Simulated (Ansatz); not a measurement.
# NiO: constraining the magnetisation

How does the energy of NiO change when the total moment of the cell is held at chosen values, and does the free SCF sit at the minimum of that curve? NiO is taken in its deposited structure (space group Fm-3m), 2 atoms in the cell. Source: COD entry 4320502.

Program: Ansatz 0.2.0. Level of theory: DFT r2SCAN, PAW, plane waves, scalar-relativistic. These are calculated values, not measurements.

**1. The structure to begin with**

It takes space group Fm-3m (No. 225, cubic). The conventional cell has a = 4.199 Å, b = 4.199 Å, c = 4.199 Å, α = 90.00°, β = 90.00°, γ = 90.00°. Ni (site symmetry m-3m) is surrounded by 6 O at 2.10 Å. O (site symmetry m-3m) has 6 Ni at 2.10 Å as nearest neighbours.

As a file:

```
Ni O
1.0
     0.00000    2.09932    2.09932
     2.09932    0.00000    2.09932
     2.09932    2.09932    0.00000
Ni O
1 1
Direct
  0.00000 0.00000 0.00000
  0.50000 0.50000 0.50000
```

In tables a label like O2 counts atoms in the order of input.yaml; a structure file may count by element.

Each fixed run starts with its moment spread in parallel over the d and f atoms; the search for lower states is off.

Site moments are integrals over atomic spheres and don't add up to the total.

**2. Usual moment, free total moment**

input.yaml

```yaml
crystal:
  lattice:
    - [0.0, 2.09932, 2.09932]
    - [2.09932, 0.0, 2.09932]
    - [2.09932, 2.09932, 0.0]
  atoms:
    - { symbol: Ni, position: [0.0, 0.0, 0.0], spin: 2.0 }
    - { symbol: O, position: [0.5, 0.5, 0.5] }
magnetization:
  spin_polarized: true
hamiltonian:
  xc: r2scan
  pseudopotentials: { kind: paw }
basis:
  ecutwfc: 500
kpoints:
  mp_grid: { grid: [9, 9, 9] }
scf:
  occupations: { method: fermi_dirac, width: 0.02 }
  lower_state_search: "off"
output:
  forces: true
  stress: true
```

What it wrote, shortened:

```text
[...]
Pseudopotentials: kind: paw
Pseudopotential: Ni, paw, valence charge 18, recommended cutoff 500 eV (meta_gga), Ni.paw.azcp
Pseudopotential: O, paw, valence charge 6, recommended cutoff 500 eV (meta_gga), O.paw.azcp
Functional definition: r2SCAN
[...]
Crystal: 2 atoms, lattice volume = 18.504 Å³
Basis set: ecut = 500 eV, 459 PW (Γ), exchange–correlation on 96×96×96 points (64 copies of the dense FFT grid, shifted against one another)
Bands: 17, of which v1, the nominal top of the filled ones, is band 12 counted from 1 (11 counted from 0)
Symmetry: 48 space group operations
Space group: Fm-3m (ITA 225), of the structure as read, at distance tolerance 2.6e-5 Å
Magnetic group: BNS 225.116 (UNI 1618), of the structure as read, at distance tolerance 2.6e-5 Å
k-points: 35 of 729
[...]
Starting moments: Σ|m| = 2 μB on 1 of 2 sites
[...]
SCF iter   1: F=-6392.131562 eV  HF=-6415.258583 eV  |F-HF|=2.31e1  |Δ(HF+E_count)|=         —  Δρ=3.69e-1 (↑9.30e-2 ↓3.69e-1)  dr2=2.61e1  dr2_τ=1.10e-1  dr2_m=4.38e0  M=0.608 μB ∫|m|=0.611 μB  β_m=0.30  ethr=3.10e-3  ⟨swp⟩=5.1  Hψ=5537  notcnv=0
[...]
spin-set hold released at iteration 3 (the charge has settled, or the pull on large starting moments outlasts its swing): the magnetisation degrees of freedom join the quasi-Newton model from the next iteration; the mixer history was flushed
[...]
SCF iter  13: F=-6413.439156 eV  HF=-6413.439156 eV  |F-HF|=6.72e-8  |Δ(HF+E_count)|=   6.03e-7  Δρ=3.71e-6 (↑2.74e-6 ↓3.71e-6)  dr2=3.52e-9  dr2_τ=3.89e-11  dr2_m=2.02e-10  M=2.000 μB ∫|m|=2.017 μB  ethr=1.27e-10  ⟨swp⟩=4.1  Hψ=3913  notcnv=0
[...]
this state was not tested for a lower state beside it, because the mixer in use, unlike msr1, does not test its closes by its own steps (another_mixer; see scf.mixing.algorithm and scf.lower_state_search)
SCF converged after 13 iterations
Magnetization: 2.0000 μB (13.0000 up, 11.0000 down)
Absolute magnetization: 2.0154 μB (∫|ρ↑−ρ↓|, with the PAW one-centre terms)
Spin contamination: 0.0026 ħ² per cell (⟨S²⟩ above its minimum at these occupations)
Per-site moments (μB) at R_I (Å): [(1.6707376644066103, 0.8659695000000001), (0.28443010351332954, 0.8659695000000001)]
Free energy (F): -6413.439156 eV
[...]
E sigma→0 (E₀):  -6413.439156 eV
Fermi energy:    14.114631 eV
[...]
--- Forces (eV/Å), atoms counted from 1 ---
  atom   1  Ni    -0.00000000     0.00000000    -0.00000000
  atom   2  O      0.00000000    -0.00000000    -0.00000000
[...]
--- Stress (GPa, compression-positive) ---
       -1.513569       0.000000      -0.000000
       -0.000000      -1.513569       0.000000
       -0.000000      -0.000000      -1.513569
  P = ⅓ Tr σ = -1.5136 GPa (-15.136 kbar)
```

It took 1.3 s on 2 threads of an x86-64 CPU, shared host; peak memory 0.41 GiB.

Site moments Ni1 1.67, O2 0.28 μB, total 2.00 μB.

**3. Total moment fixed at 0 μB**

input.yaml: that of step 2 with these lines changed.

```diff
@@ -6,3 +6,3 @@
   atoms:
-    - { symbol: Ni, position: [0.0, 0.0, 0.0], spin: 2.0 }
+    - { symbol: Ni, position: [0.0, 0.0, 0.0] }
     - { symbol: O, position: [0.5, 0.5, 0.5] }
@@ -10,2 +10,4 @@
   spin_polarized: true
+  initial_magnetization: 0
+  spin_locking: { lock_magnetization: hard }
 hamiltonian:
@@ -20,2 +22,3 @@
   lower_state_search: "off"
+  max_iter: 150
 output:
```

What it wrote, shortened:

```text
Warning: output.stress: scf.convergence.dr2_threshold = 1e-7 eV (the SCF's general default) is looser than the 2e-10 eV advised for a printed stress (1e-10 eV for each atom of the cell: 2). What an SCF threshold leaves in a stress goes as its square root, and in the free energy as the [...]
[... 12 lines as in an earlier run ...]
Bands: 16, of which v1, the nominal top of the filled ones, is band 12 counted from 1 (11 counted from 0)
[... 13 lines as in an earlier run ...]
SCF iter   1: F=—  HF=-6416.207351 eV  |F-HF|=—  |Δ(HF+E_count)|=         —  Δρ=2.30e-1 (↑2.30e-1 ↓2.30e-1)  dr2=2.98e1  dr2_τ=9.15e-2  dr2_m=0.00e0  M=0.000 μB ∫|m|=0.000 μB  β_m=0.30  ethr=3.10e-3  ⟨swp⟩=5.0  Hψ=2505  notcnv=0
[...]
SCF iter  10: F=-6412.515895 eV  HF=-6412.515895 eV  |F-HF|=6.29e-8  |Δ(HF+E_count)|=   8.24e-7  Δρ=1.12e-5 (↑1.12e-5 ↓1.12e-5)  dr2=7.07e-8  dr2_τ=1.24e-10  dr2_m=0.00e0  M=0.000 μB ∫|m|=0.000 μB  ethr=4.17e-10  ⟨swp⟩=3.8  Hψ=2303  notcnv=0
[...]
SCF converged after 10 iterations
Stability checked in part: among states of this total moment the steps that led to this state did not find it unstable. No probe was made; neither looks for a lower state of another moment (fixed_total_moment; see scf.lower_state_search)
Magnetization: 0.0000 μB (12.0000 up, 12.0000 down)
Absolute magnetization: 0.0000 μB (∫|ρ↑−ρ↓|)
Spin contamination: 0.0000 ħ² per cell (⟨S²⟩ above its minimum at these occupations)
Per-site moments (μB) at R_I (Å): [(0.0, 0.8659695000000001), (0.0, 0.8659695000000001)]
Free energy (F): -6412.515895 eV
[...]
E sigma→0 (E₀):  -6412.514191 eV
Entropy (-TS):   -0.003409 eV (-1.704 meV/atom)
Fermi energy:    13.983927 (↑ 13.983927, ↓ 13.983927) eV
[...]
--- Forces (eV/Å), atoms counted from 1 ---
  atom   1  Ni    -0.00000000    -0.00000000    -0.00000000
  atom   2  O      0.00000000    -0.00000000    -0.00000000
[...]
--- Stress (GPa, compression-positive) ---
      -13.357369      -0.000000      -0.000000
       -0.000000     -13.357369      -0.000000
        0.000000       0.000000     -13.357369
  P = ⅓ Tr σ = -13.3574 GPa (-133.574 kbar)
```

It took 0.6 s on 2 threads of an x86-64 CPU, shared host; peak memory 0.4 GiB.

Moments: Ni1 0.00 μB; total 0.00 μB per cell; the free energy is 923 meV per cell above that of step 2.

**4. Total moment fixed at 4 μB**

input.yaml: that of step 3 with these lines changed.

```diff
@@ -6,3 +6,3 @@
   atoms:
-    - { symbol: Ni, position: [0.0, 0.0, 0.0] }
+    - { symbol: Ni, position: [0.0, 0.0, 0.0], spin: 4.0 }
     - { symbol: O, position: [0.5, 0.5, 0.5] }
@@ -10,3 +10,3 @@
   spin_polarized: true
-  initial_magnetization: 0
+  initial_magnetization: 4
   spin_locking: { lock_magnetization: hard }
```

What it wrote, shortened:

```text
Warning: This run holds its total moment fixed (magnetization.spin_locking.lock_magnetization: hard) and mixes its density by anderson or broyden (scf.mixing.algorithm, typed or taken by auto). Slabs with a fixed moment have converged under broyden above another state at the same moment, [...]
[... 13 lines as in an earlier run ...]
Bands: 18, of which v1, the nominal top of the filled ones, is band 12 counted from 1 (11 counted from 0)
[... 12 lines as in an earlier run ...]
Starting moments: Σ|m| = 4 μB on 1 of 2 sites
[... 2 lines as in an earlier run ...]
SCF iter   1: F=—  HF=-6403.729142 eV  |F-HF|=—  |Δ(HF+E_count)|=         —  Δρ=2.43e-1 (↑1.28e-1 ↓2.43e-1)  dr2=2.09e0  dr2_τ=1.91e-1  dr2_m=5.81e0  M=4.000 μB ∫|m|=4.000 μB  β_m=1.20  ethr=3.10e-3  ⟨swp⟩=5.1  Hψ=5451  notcnv=0
[...]
SCF iter  14: F=-6405.470000 eV  HF=-6405.470000 eV  |F-HF|=1.72e-9  |Δ(HF+E_count)|=   1.24e-8  Δρ=1.30e-5 (↑2.50e-6 ↓1.30e-5)  dr2=2.87e-8  dr2_τ=3.80e-10  dr2_m=5.98e-9  M=4.000 μB ∫|m|=4.000 μB  ethr=8.00e-11  ⟨swp⟩=3.7  Hψ=3475  notcnv=0
[...]
[... 1 line as in an earlier run ...]
SCF converged after 14 iterations
Magnetization: 4.0000 μB (14.0000 up, 10.0000 down)
Absolute magnetization: 4.0000 μB (∫|ρ↑−ρ↓|, with the PAW one-centre terms)
Spin contamination: 0.0078 ħ² per cell (⟨S²⟩ above its minimum at these occupations)
Per-site moments (μB) at R_I (Å): [(2.326001023047554, 0.8659695000000001), (1.0939357153641285, 0.8659695000000001)]
Free energy (F): -6405.470000 eV
[...]
E sigma→0 (E₀):  -6405.468407 eV
Entropy (-TS):   -0.003185 eV (-1.593 meV/atom)
Fermi energy:    16.865626 (↑ 22.042228, ↓ 11.876024) eV
[... 17 lines left out: energy terms ...]
--- Forces (eV/Å), atoms counted from 1 ---
  atom   1  Ni    -0.00000000     0.00000000     0.00000000
  atom   2  O      0.00000000    -0.00000000    -0.00000000
[...]
--- Stress (GPa, compression-positive) ---
       59.160552       0.000000       0.000000
        0.000000      59.160552      -0.000000
        0.000000       0.000000      59.160552
  P = ⅓ Tr σ = 59.1606 GPa (591.606 kbar)
```

It took 1.1 s on 2 threads of an x86-64 CPU, shared host; peak memory 0.41 GiB.

Site moments Ni1 2.33, O2 1.09 μB, total 4.00 μB; the free energy is 7969 meV per cell above that of step 2.

**5. Total moment fixed at 2 μB**

input.yaml: that of step 4 with these lines changed.

```diff
@@ -6,3 +6,3 @@
   atoms:
-    - { symbol: Ni, position: [0.0, 0.0, 0.0], spin: 4.0 }
+    - { symbol: Ni, position: [0.0, 0.0, 0.0], spin: 2.0 }
     - { symbol: O, position: [0.5, 0.5, 0.5] }
@@ -10,3 +10,3 @@
   spin_polarized: true
-  initial_magnetization: 4
+  initial_magnetization: 2
   spin_locking: { lock_magnetization: hard }
```

What it wrote, shortened:

```text
[... 27 lines as in an earlier run ...]
Starting moments: Σ|m| = 2 μB on 1 of 2 sites
[... 2 lines as in an earlier run ...]
SCF iter   1: F=—  HF=-6414.479319 eV  |F-HF|=—  |Δ(HF+E_count)|=         —  Δρ=3.10e-1 (↑8.47e-2 ↓3.10e-1)  dr2=2.00e1  dr2_τ=1.51e-1  dr2_m=2.51e0  M=2.000 μB ∫|m|=2.000 μB  β_m=1.20  ethr=3.10e-3  ⟨swp⟩=5.0  Hψ=5239  notcnv=0
[...]
SCF iter  12: F=-6413.439156 eV  HF=-6413.439156 eV  |F-HF|=1.05e-7  |Δ(HF+E_count)|=   1.69e-6  Δρ=2.87e-6 (↑2.87e-6 ↓1.76e-6)  dr2=5.51e-10  dr2_τ=6.07e-11  dr2_m=4.43e-10  M=2.000 μB ∫|m|=2.017 μB  ethr=1.86e-10  ⟨swp⟩=4.1  Hψ=3895  notcnv=0
[...]
[... 1 line as in an earlier run ...]
SCF converged after 12 iterations
Magnetization: 2.0000 μB (13.0000 up, 11.0000 down)
Absolute magnetization: 2.0154 μB (∫|ρ↑−ρ↓|, with the PAW one-centre terms)
Spin contamination: 0.0025 ħ² per cell (⟨S²⟩ above its minimum at these occupations)
Per-site moments (μB) at R_I (Å): [(1.670736942791788, 0.8659695000000001), (0.2844310752129774, 0.8659695000000001)]
Free energy (F): -6413.439156 eV
[...]
E sigma→0 (E₀):  -6413.439156 eV
Fermi energy:    14.114668 (↑ 14.724428, ↓ 13.731147) eV
[...]
--- Forces (eV/Å), atoms counted from 1 ---
  atom   1  Ni    -0.00000000     0.00000000    -0.00000000
  atom   2  O      0.00000000     0.00000000    -0.00000000
[...]
--- Stress (GPa, compression-positive) ---
       -1.514037      -0.000000      -0.000000
        0.000000      -1.514037       0.000000
       -0.000000      -0.000000      -1.514037
  P = ⅓ Tr σ = -1.5140 GPa (-15.140 kbar)
```

It took 1.1 s on 2 threads of an x86-64 CPU, shared host; peak memory 0.41 GiB.

Moments: Ni1 1.67, O2 0.28 μB; total 2.00 μB per cell; the free energy is that of step 2 within 0.5 meV.

**6. Usual moment scaled by 0.1, free total moment**

input.yaml: that of step 5 with these lines changed.

```diff
@@ -6,3 +6,3 @@
   atoms:
-    - { symbol: Ni, position: [0.0, 0.0, 0.0], spin: 2.0 }
+    - { symbol: Ni, position: [0.0, 0.0, 0.0], spin: 0.2 }
     - { symbol: O, position: [0.5, 0.5, 0.5] }
@@ -10,4 +10,2 @@
   spin_polarized: true
-  initial_magnetization: 2
-  spin_locking: { lock_magnetization: hard }
 hamiltonian:
@@ -22,3 +20,2 @@
   lower_state_search: "off"
-  max_iter: 150
 output:
```

What it wrote, shortened:

```text
[... 25 lines as in an earlier run ...]
Starting moments: Σ|m| = 0.2 μB on 1 of 2 sites
[... 2 lines as in an earlier run ...]
SCF iter   1: F=-6388.853573 eV  HF=-6416.198996 eV  |F-HF|=2.73e1  |Δ(HF+E_count)|=         —  Δρ=2.44e-1 (↑2.16e-1 ↓2.44e-1)  dr2=2.98e1  dr2_τ=9.21e-2  dr2_m=3.38e-2  M=0.114 μB ∫|m|=0.114 μB  β_m=0.30  ethr=3.10e-3  ⟨swp⟩=5.0  Hψ=5522  notcnv=0
[...]
spin-set hold released at iteration 13 (site moments contracting): the magnetisation degrees of freedom join the quasi-Newton model from the next iteration; the mixer history was flushed
[...]
SCF iter  23: F=-6413.439156 eV  HF=-6413.439156 eV  |F-HF|=1.18e-7  |Δ(HF+E_count)|=   4.78e-7  Δρ=1.81e-6 (↑1.18e-6 ↓1.81e-6)  dr2=4.20e-10  dr2_τ=2.13e-11  dr2_m=1.97e-10  M=2.000 μB ∫|m|=2.017 μB  ethr=6.53e-12  ⟨swp⟩=4.0  Hψ=3528  notcnv=0
[...]
[... 1 line as in an earlier run ...]
SCF converged after 23 iterations
Magnetization: 2.0000 μB (13.0000 up, 11.0000 down)
Absolute magnetization: 2.0154 μB (∫|ρ↑−ρ↓|, with the PAW one-centre terms)
Spin contamination: 0.0025 ħ² per cell (⟨S²⟩ above its minimum at these occupations)
Per-site moments (μB) at R_I (Å): [(1.6707434125906464, 0.8659695000000001), (0.28442648461338504, 0.8659695000000001)]
Free energy (F): -6413.439156 eV
[...]
E sigma→0 (E₀):  -6413.439156 eV
Fermi energy:    14.114670 eV
[... 17 lines left out: energy terms ...]
--- Forces (eV/Å), atoms counted from 1 ---
  atom   1  Ni    -0.00000000     0.00000000     0.00000000
  atom   2  O      0.00000000    -0.00000000    -0.00000000
[...]
--- Stress (GPa, compression-positive) ---
       -1.514365       0.000000      -0.000000
        0.000000      -1.514365      -0.000000
        0.000000       0.000000      -1.514365
  P = ⅓ Tr σ = -1.5144 GPa (-15.144 kbar)
```

Wall time 2.2 s (2 threads of an x86-64 CPU, shared host); peak memory 0.38 GiB.

Site moments Ni1 1.67, O2 0.28 μB, total 2.00 μB; the free energy is that of step 2 within 0.5 meV.

**7. The curve**

```csv
M (μB/cell),above lowest (meV/cell),moments of Ni1 O2 (μB),pressure (GPa)
0.00,923,0.00 0.00,-13.4
2.00,0,1.67 0.28,-1.5
4.00,7969,2.33 1.09,59.2
```

The 5 runs of this session took 6.3 s in all, from 0.6 s to 2.2 s each.

M (μB), meV per cell and a bar:
```
     0.00        923 ###
     2.00          0 
     4.00       7969 ##############################
```

**8. Outcome**

| quantity | value |
| --- | --- |
| lowest fixed-moment run | M = 2.00 μB, 0 meV above the lowest run |
| free runs end at | 2.00 μB (0 meV), 2.00 μB (0 meV) |
| cost of M = 0 (from this start; opposed moments can cost less) | 923 meV per cell |
| cost of the largest M | 7969 meV per cell at 4.00 μB |

What this shows: The curve is lowest at its point M = 2.00 μB. The free SCF ends at 2.00 μB, and no fixed run lies below it. The cell holds one magnetic atom, so antiferromagnetic orders are not tested, and they may be the real ground state.
